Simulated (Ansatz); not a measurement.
An Ansatz input:

```yaml
crystal:
  lattice:
    - [2.4836719104, 0.0, 0.0]
    - [-1.2418359552, 2.1509229691, 0.0]
    - [0.0, 0.0, 8.01639149]
  atoms:
    - { symbol: Mn, position: [1.0, 1.0, 1.0], spin: 3.0 }
    - { symbol: Mn, position: [1.0, 1.0, 0.5], spin: 3.0 }
    - { symbol: Mn, position: [0.3333333333, 0.6666666667, 0.25], spin: -3.0 }
    - { symbol: Mn, position: [0.6666666667, 0.3333333333, 0.75], spin: -3.0 }
hamiltonian:
  xc: pbe
  pseudopotentials:
    kind: paw
    azcp:
      Mn: "pseudopotentials/Mn.paw.azcp"
basis:
  ecutwfc: 420
  fft_grid_basis: typed
kpoints:
  mp_grid: { grid: [19, 19, 5], shift: [0, 0, 0] }
magnetization:
  spin_polarized: true
scf:
  occupations: { method: fermi_dirac, width: 0.05 }
output:
  write_density: true
  write_potential: true
  elf: true
  volumetric_format: npy
```

and its output:

```
Engine: ansatz 0.2.0, x86_64-unknown-linux-gnu
Pseudopotentials: kind: paw
Pseudopotential: Mn, paw, valence charge 15, recommended cutoff 420 eV (normal) 
Functional definition: PBE
  parameter kappa = 0.804
  parameter beta = 0.06672455060314922
  exchange = pbe_x(kappa = kappa, mu = beta*pi^2/3)
  correlation = pbe_c(beta = beta)
Crystal: 4 atoms, lattice volume = 42.825 Å³
Basis set: ecut = 420 eV, 813 PW (Γ)
Bands: 44, of which v1, the nominal top of the filled ones, is band 30 counted from 1 (29 counted from 0)
Symmetry: 24 space group operations
Space group: P63/mmc (ITA 194), of the structure as read, at distance tolerance 3.5e-5 Å
Magnetic group: BNS 194.263 (UNI 1493), of the structure as read, at distance tolerance 3.5e-5 Å
k-points: 120 of 1805
Non-local potential: Mn, projectors of the file, l = 0: 3, l = 1: 2, l = 2: 3, l = 3: 1
PAW form: soft (Blöchl's): semilocal exchange-correlation on the pseudo side does not see the compensation charge
PAW one-centre angular grid: Mn, 590 points (default); XC on 64 Gauss nodes
Initial density: superposition of atomic densities (chi_scale 0.1, normalization cell)
Starting moments: Σ|m| = 12 μB on 4 of 4 sites
Starting magnetic order: compensated ferrimagnet; no operation exchanges its spin sublattices
Initial wavefunctions: pseudopotential atomic-orbital guess
Functional: x = pbe(κ = 0.804, μ = 0.2195149727645171), c = pbe(β = 0.06672455060314922)
SCF iter   1: F=—  HF=-15601.796230 eV  |F-HF|=—  |Δ(HF+E_count)|=         —  Δρ=2.72e-1 (↑2.66e-1 ↓2.72e-1)  dr2=1.18e1  dr2_m=2.46e1  M=0.259 μB ∫|m|=2.550 μB  β_m=0.30  ethr=3.10e-3  ⟨swp⟩=4.3  Hψ=33743  notcnv=0  defer=176
Mixer restart at iter 1: flushing history
SCF iter   2: F=—  HF=-15593.818387 eV  |F-HF|=—  |Δ(HF+E_count)|=    7.98e0  Δρ=1.50e-1 (↑1.48e-1 ↓1.50e-1)  dr2=1.58e0  dr2_m=8.21e0  M=0.231 μB ∫|m|=3.560 μB  β_m=0.47  ethr=3.10e-3  ⟨swp⟩=3.5  Hψ=22067  notcnv=0  defer=1095
SCF iter   3: F=—  HF=-15594.508643 eV  |F-HF|=—  |Δ(HF+E_count)|=   6.90e-1  Δρ=6.35e-2 (↑5.94e-2 ↓6.35e-2)  dr2=3.12e-1  dr2_m=1.39e0  M=0.167 μB ∫|m|=3.230 μB  β_m=0.54  ethr=2.63e-3  ⟨swp⟩=2.0  Hψ=12885  notcnv=0  defer=1095
SCF iter   4: F=—  HF=-15595.120927 eV  |F-HF|=—  |Δ(HF+E_count)|=   6.12e-1  Δρ=1.65e-2 (↑1.65e-2 ↓9.02e-3)  dr2=1.79e-1  dr2_m=2.76e-2  M=0.129 μB ∫|m|=2.862 μB  β_m=0.59  ethr=5.21e-4  ⟨swp⟩=2.8  Hψ=18415  notcnv=0  defer=1055
SCF iter   5: F=—  HF=-15595.166334 eV  |F-HF|=—  |Δ(HF+E_count)|=   4.54e-2  Δρ=1.41e-2 (↑6.17e-3 ↓1.41e-2)  dr2=1.50e-1  dr2_m=1.50e-2  M=0.190 μB ∫|m|=2.662 μB  β_m=0.61  ethr=2.98e-4  ⟨swp⟩=3.0  Hψ=16660  notcnv=0  defer=1039
SCF iter   6: F=—  HF=-15595.142960 eV  |F-HF|=—  |Δ(HF+E_count)|=   2.34e-2  Δρ=9.51e-3 (↑9.51e-3 ↓7.56e-3)  dr2=5.53e-2  dr2_m=9.30e-3  M=0.147 μB ∫|m|=1.938 μB  β_m=0.58  ethr=2.50e-4  ⟨swp⟩=3.0  Hψ=19362  notcnv=0  defer=1002
SCF iter   7: F=—  HF=-15595.162150 eV  |F-HF|=—  |Δ(HF+E_count)|=   1.92e-2  Δρ=6.01e-3 (↑6.01e-3 ↓4.93e-3)  dr2=1.03e-2  dr2_m=8.28e-3  M=0.145 μB ∫|m|=2.008 μB  β_m=0.79  ethr=9.22e-5  ⟨swp⟩=2.1  Hψ=15948  notcnv=0  defer=1002
SCF iter   8: F=—  HF=-15595.166757 eV  |F-HF|=—  |Δ(HF+E_count)|=   4.61e-3  Δρ=3.06e-3 (↑3.06e-3 ↓2.94e-3)  dr2=2.16e-3  dr2_m=2.83e-3  M=0.128 μB ∫|m|=1.810 μB  β_m=0.82  ethr=1.72e-5  ⟨swp⟩=2.0  Hψ=16028  notcnv=0  defer=1002
SCF iter   9: F=—  HF=-15595.166968 eV  |F-HF|=—  |Δ(HF+E_count)|=   2.12e-4  Δρ=1.48e-3 (↑1.48e-3 ↓9.25e-4)  dr2=1.81e-4  dr2_m=5.37e-4  M=0.114 μB ∫|m|=1.635 μB  β_m=0.72  ethr=3.61e-6  ⟨swp⟩=2.0  Hψ=16975  notcnv=0  defer=1002
SCF iter  10: F=—  HF=-15595.166964 eV  |F-HF|=—  |Δ(HF+E_count)|=   4.36e-6  Δρ=5.31e-4 (↑5.31e-4 ↓4.74e-4)  dr2=4.09e-6  dr2_m=9.82e-5  M=0.108 μB ∫|m|=1.528 μB  β_m=0.86  ethr=3.02e-7  ⟨swp⟩=2.4  Hψ=18470  notcnv=0  defer=1002
SCF iter  11: F=—  HF=-15595.166983 eV  |F-HF|=—  |Δ(HF+E_count)|=   1.91e-5  Δρ=3.15e-5 (↑2.59e-5 ↓3.15e-5)  dr2=2.18e-7  dr2_m=1.88e-7  M=0.103 μB ∫|m|=1.430 μB  β_m=0.93  ethr=6.81e-9  ⟨swp⟩=2.9  Hψ=19992  notcnv=0  defer=1002
SCF iter  12: F=—  HF=-15595.166983 eV  |F-HF|=—  |Δ(HF+E_count)|=   2.84e-7  Δρ=1.66e-5 (↑1.27e-5 ↓1.66e-5)  dr2=2.10e-7  dr2_m=2.35e-8  M=0.102 μB ∫|m|=1.424 μB  β_m=0.93  ethr=3.63e-10  ⟨swp⟩=2.0  Hψ=17867  notcnv=0  defer=1002
SCF iter  13: F=—  HF=-15595.166983 eV  |F-HF|=—  |Δ(HF+E_count)|=   6.49e-8  Δρ=1.09e-5 (↑7.67e-6 ↓1.09e-5)  dr2=4.61e-8  dr2_m=1.99e-8  M=0.102 μB ∫|m|=1.424 μB  β_m=0.97  ethr=3.49e-10  ⟨swp⟩=1.6  Hψ=11775  notcnv=0  defer=1002
SCF iter  14: F=—  HF=-15595.166983 eV  |F-HF|=—  |Δ(HF+E_count)|=  8.00e-10  Δρ=2.16e-6 (↑2.16e-6 ↓1.28e-6)  dr2=4.15e-9  dr2_m=2.18e-10  M=0.103 μB ∫|m|=1.425 μB  β_m=0.77  ethr=7.69e-11  ⟨swp⟩=2.5  Hψ=17231  notcnv=0  defer=1002
SCF iter  15: F=-15595.166983 eV  HF=-15595.166983 eV  |F-HF|=1.02e-8  |Δ(HF+E_count)|=  2.26e-10  Δρ=2.43e-6 (↑2.03e-6 ↓2.43e-6)  dr2=1.08e-8  dr2_m=5.79e-11  M=0.103 μB ∫|m|=1.425 μB  ethr=6.92e-12  ⟨swp⟩=7.0  Hψ=36260  notcnv=0
SCF 1 converged in 15 iterations: F = -15595.166983 eV  dr2 = 1.08e-8
SCF converged after 15 iterations
Magnetization: 0.1025 μB (30.0513 up, 29.9487 down)
Absolute magnetization: 1.4250 μB (∫|ρ↑−ρ↓|, with the PAW one-centre terms)
Spin contamination: 0.1955 ħ² per cell (⟨S²⟩ above its minimum at these occupations)
Per-site moments (μB) at R_I (Å): [(0.36593626325179585, 1.0165105689375247), (0.3659362632517965, 1.0165105689375247), (-0.3157569055434558, 1.0165105689375247), (-0.315756905543456, 1.0165105689375247)]
Free energy (F): -15595.166983 eV
Harris-Foulkes:  -15595.166983 eV  (|F-HF|=1.02e-8)
Internal energy: -15595.125453 eV  (E = F + TS)
E sigma→0 (E₀):  -15595.146218 eV
Entropy (-TS):   -0.041530 eV (-10.382 meV/atom)
Fermi energy:    20.353007 eV
--- Per-component energies (eV) ---
  E_band       = -623.747371
  E_kinetic    = 1234.730886
  E_local      = -6232.072055  (includes V_loc(G=0)·N_el)
  E_nonlocal   = 945.430804
  E_hartree    = 2596.516508
  E_xc         = -463.643820
  E_vxc        = -594.233001  (∫ρ·V_xc dr)
  E_paw        = -5184.806876  (= ΣΔE_a)
  E_vpaw       = -1170.638056  (= ΣTr[D̂ρ^β])
  E_aug_tail   = -0.000034  (compensation charges beyond the density's cutoff)
  E_ewald      = -8491.280866
  E_smearing   = -0.041530  (= −TS)
  E_closure    = 0.000000  (closes the sum)
  Σ components = -15595.166983   (vs F -15595.166983, Δ=0.00e0)
--- Band table (eV; the first three rows and the last of 240) ---
  k-point 0 ↑: bands = ["-58.9988", "-58.9808", "-58.6236", "-58.6048", "-27.9990", "-27.7490", "-27.4085", "-27.4085", "-27.4004", "-27.4004", "-27.3856", "-27.1234", "-27.0518", "-27.0518", "-27.0434", "-27.0434", "12.0325", "14.3077", "14.4074", "15.8251", "18.6587", "18.8143", "19.1048", "19.1048", "19.1612", "19.1612", "19.3510", "19.5754", "19.5754", "19.7116", "19.7116", "20.4746", "20.4746", "21.0099", "21.2795", "21.2795", "21.3510", "21.3510", "22.1396", "22.1396", "29.6305", "36.9391", "37.0489", "40.8398"]
  k-point 1 ↑: bands = ["-58.9971", "-58.9826", "-58.6218", "-58.6065", "-27.9819", "-27.7861", "-27.4077", "-27.4077", "-27.4012", "-27.4012", "-27.3473", "-27.1416", "-27.0510", "-27.0510", "-27.0441", "-27.0441", "12.1410", "13.6252", "15.0352", "15.8096", "18.7630", "18.9158", "19.1312", "19.1312", "19.1830", "19.1830", "19.3045", "19.5408", "19.5408", "19.6469", "19.6469", "20.5573", "20.5573", "20.7045", "21.1227", "21.1227", "21.5264", "21.5264", "22.0890", "22.0890", "30.1097", "34.9837", "38.9272", "40.9285"]
  k-point 2 ↑: bands = ["-58.9928", "-58.9872", "-58.6169", "-58.6111", "-27.9332", "-27.8615", "-27.4058", "-27.4058", "-27.4033", "-27.4033", "-27.2689", "-27.1934", "-27.0489", "-27.0489", "-27.0462", "-27.0462", "12.4600", "12.9686", "15.5055", "15.7329", "18.9858", "19.1746", "19.1931", "19.1931", "19.2209", "19.2209", "19.3051", "19.4862", "19.4862", "19.5300", "19.5300", "20.0041", "20.7371", "20.7371", "20.9347", "20.9347", "21.7466", "21.7466", "21.9480", "21.9480", "31.3572", "33.0555", "40.5009", "41.1615"]
  k-point 119 ↓: bands = ["-58.8628", "-58.8628", "-58.4592", "-58.4592", "-27.8361", "-27.8209", "-27.7967", "-27.7856", "-27.7327", "-27.7266", "-27.4331", "-27.4203", "-27.3298", "-27.3255", "-27.1619", "-27.1367", "17.0001", "17.0104", "17.3568", "17.3687", "17.5449", "17.5564", "17.5762", "17.6696", "18.6560", "18.6952", "18.8538", "18.9531", "20.3085", "20.3389", "20.9671", "21.0170", "21.8661", "21.9572", "22.0774", "22.0798", "26.6715", "26.9020", "28.1368", "28.1499", "28.6876", "29.0553", "31.2069", "31.4211"]
```

Command:

```sh
ansatz run input.yaml --threads 1 --pin off --max-ram 3584MiB --backend cpu --events-out ev --progress --plain --runs-dir out
```

On 1 thread of Intel(R) Xeon(R) Platinum 8259CL CPU @ 2.50GHz (Skylake/Cascade Lake) (shared host) this took about 86 s of wall time and 79 s of CPU time.
